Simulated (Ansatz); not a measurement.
**Cs: a listed cell, distorted in several ways**

How do energy, forces, pressure and gap of Cs change under swapped elements, other functionals? Each case is one self-consistent run.

Method: DFT PBEsol, scalar-relativistic, plane waves, PAW, in Ansatz 0.2.0.

### Step 1. The starting structure

The structure is hexagonal, space group P6_3/mmc (No. 194). The conventional cell has a = 5.566 Å, b = 5.566 Å, c = 18.522 Å, α = 90.00°, β = 90.00°, γ = 120.00°.

Structure file:

```xyz
4
Lattice="5.5659 0.0000 0.0000 -2.7830 4.8202 0.0000 0.0000 0.0000 18.5216" Properties=species:S:1:pos:R:3 pbc="T T T"
Cs    0.0000    0.0000    0.0000
Cs    0.0000    3.2135    4.6304
Cs    0.0000    0.0000    9.2608
Cs    2.7830    1.6067   13.8912
```

The structure comes from the Materials Project (structure only).

### Step 2. Functional and cell changed: r2SCAN

Against the listed cell: strain xx, yy, zz, yz, xz, xy = -6.4, -6.4, +2.6, +0.0, +0.0, +0.0 %.

The input, input.yaml:

```yaml
crystal:
  lattice:
    - [5.2101913526, 0.0, 0.0]
    - [-2.6050956764, 4.51215807, 0.0]
    - [0.0, 0.0, 19.0048030662]
  atoms:
    - { symbol: Cs, position: [0.0, 0.0, 0.0] }
    - { symbol: Cs, position: [0.33333333, 0.66666667, 0.25] }
    - { symbol: Cs, position: [0.0, 0.0, 0.5] }
    - { symbol: Cs, position: [0.66666667, 0.33333333, 0.75] }
basis:
  ecutwfc: 500
kpoints:
  mp_grid: { grid: [9, 9, 4] }
hamiltonian:
  xc: r2scan
scf:
  occupations: { method: gaussian, width: 0.1 }
output:
  forces: true
  stress: true
  eigenvalues: true
  populations: true
```

Started as:

```bash
$ ansatz run input.yaml --threads 1 --pin off --max-ram 1331MiB --backend cpu --events-out ev --progress --plain --runs-dir out
```

### Step 3. One element swapped, cell strained: Cs → Na, first probe

The input, input.yaml:

```yaml
crystal:
  lattice:
    - [4.5668139295, 0.0, 0.0]
    - [-2.2834069648, 3.9549768773, 0.0]
    - [0.0, 0.0, 15.1969056676]
  atoms:
    - { symbol: Na, position: [0.0, 0.0, 0.0] }
    - { symbol: Na, position: [0.33333333, 0.66666667, 0.25] }
    - { symbol: Na, position: [0.0, 0.0, 0.5] }
    - { symbol: Na, position: [0.66666667, 0.33333333, 0.75] }
basis:
  ecutwfc: 420
kpoints:
  mp_grid: { grid: [6, 6, 2] }
hamiltonian:
  xc: pbesol
scf:
  occupations: { method: gaussian, width: 0.1 }
output:
  forces: true
  stress: true
  eigenvalues: true
```

### Step 4. One element swapped, cell strained: Cs → Na

input.yaml: that of step 3 with these lines changed.

```diff
@@ -13,3 +13,3 @@
 kpoints:
-  mp_grid: { grid: [6, 6, 2] }
+  mp_grid: { grid: [12, 12, 4] }
 hamiltonian:
```

### Step 5. Another functional, on a distorted cell: LDA

The input, input.yaml:

```yaml
crystal:
  lattice:
    - [5.7284330995, 0.0, 0.0]
    - [-2.8642165498, 4.9609685881, 0.0]
    - [0.0, 0.0, 17.3954633997]
  atoms:
    - { symbol: Cs, position: [0.0, 0.0, 0.0] }
    - { symbol: Cs, position: [0.33333333, 0.66666667, 0.25] }
    - { symbol: Cs, position: [0.0, 0.0, 0.5] }
    - { symbol: Cs, position: [0.66666667, 0.33333333, 0.75] }
basis:
  ecutwfc: 420
kpoints:
  mp_grid: { grid: [9, 9, 4] }
hamiltonian:
  xc: lda
scf:
  occupations: { method: gaussian, width: 0.1 }
output:
  forces: true
  stress: true
  eigenvalues: true
  populations: true
```

### Step 6. One element swapped, cell strained: Cs → K, first probe

The input, input.yaml:

```yaml
crystal:
  lattice:
    - [5.0985946577, 0.0, 0.0]
    - [-2.5492973289, 4.4155124972, 0.0]
    - [0.0, 0.0, 16.9665029596]
  atoms:
    - { symbol: K, position: [0.0, 0.0, 0.0] }
    - { symbol: K, position: [0.33333333, 0.66666667, 0.25] }
    - { symbol: K, position: [0.0, 0.0, 0.5] }
    - { symbol: K, position: [0.66666667, 0.33333333, 0.75] }
basis:
  ecutwfc: 420
kpoints:
  mp_grid: { grid: [6, 6, 1] }
hamiltonian:
  xc: pbesol
scf:
  occupations: { method: gaussian, width: 0.1 }
output:
  forces: true
  stress: true
  eigenvalues: true
```

### Step 7. Substitution of an element, cell strained: Cs → K

input.yaml: that of step 6 with these lines changed.

```diff
@@ -13,3 +13,3 @@
 kpoints:
-  mp_grid: { grid: [6, 6, 1] }
+  mp_grid: { grid: [9, 9, 4] }
 hamiltonian:
```

Q: Predict the outcome of this session. Wanted: for each run, case; energy; pressure; largest force.

As calculated:

```
step                                               case  energy (meV/atom)  pressure (GPa)  largest force (eV/Å)  gap on the mesh (eV)
   2                functional and cell changed: r2SCAN                n/a             0.2                  0.00                  0.00
   4        one element swapped, cell strained: Cs → Na                n/a            -1.6                  0.00                  0.00
   5       another functional, on a distorted cell: LDA                n/a            -0.4                  0.00                  0.00
   7  substitution of an element, cell strained: Cs → K                n/a            -0.6                  0.00                  0.00
```

Other atoms or functionals have another zero of energy (n/a). A gap of 0.00 means none on the mesh at this level.

In words: 
